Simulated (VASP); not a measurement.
Crystal: BP.

```xyz
2
Lattice="0.0000 2.2690 2.2690 2.2690 0.0000 2.2690 2.2690 2.2690 0.0000" Properties=species:S:1:pos:R:3 pbc="T T T"
P     3.4035    3.4035    3.4035
B     0.0000    0.0000    0.0000
```

Base run:

* Program: VASP 6.6.1
* Functional: AM05
* Potentials or basis: VASP PAW PBE potentials, release 64 (P, B)
* Cutoff: 520 eV
* k mesh: 10 × 10 × 10
* Occupations: fermi-dirac, width 0.05 eV
* Spin: no spin polarisation

Its results: band gap on the k mesh 1.14 eV, indirect (least direct gap 3.33 eV).

Question: After a change of settings the same cell gave: band gap on the k mesh 1.24 eV, indirect (least direct gap 3.40 eV). Which change was it?
A. functional from AM05 to SCAN
B. functional from AM05 to TB-mBJ
C. functional from AM05 to PBE
D. functional from AM05 to r2SCAN

Answer: C.

Not every run made on this cell is shown here.
